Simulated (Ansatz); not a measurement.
MoS2:

```
Mo S
1.0
     1.58000    0.91221    6.15000
    -1.58000    0.91221    6.15000
     0.00000   -1.82443    6.15000
Mo S
1 2
Direct
  0.00000 0.00000 0.00000
  0.41700 0.41700 0.41700
  0.25000 0.25000 0.25000
```

Measurements of this composition are mostly on another form, of space group No. 194.

Base run:

- Program: Ansatz 0.2.0
- Functional: BLYP
- Potentials or basis: Ansatz PAW
- Cutoff: 420 eV (not typed: the program's choice for these potentials)
- k mesh: 10 × 10 × 10
- Occupations: fermi-dirac, width 0.05 eV
- Spin: no spin polarisation

Its results: band gap on the k mesh 0.97 eV, indirect (least direct gap 1.94 eV); pressure 12.9 GPa; largest force 0.933 eV/Å.

The run is repeated on the same cell with these changes: functional from BLYP to revPBE. What comes out?

Band gap on the k mesh 0.99 eV, indirect (least direct gap 1.96 eV); pressure 7.3 GPa; largest force 0.571 eV/Å.

Caveats: the PAW data sets come from PBE, with cores solved anew for the run's functional, which leaves a small shift of forces and pressure; the k mesh misses the band edges, so the gap on the mesh is wider than the one along the path (some runs).
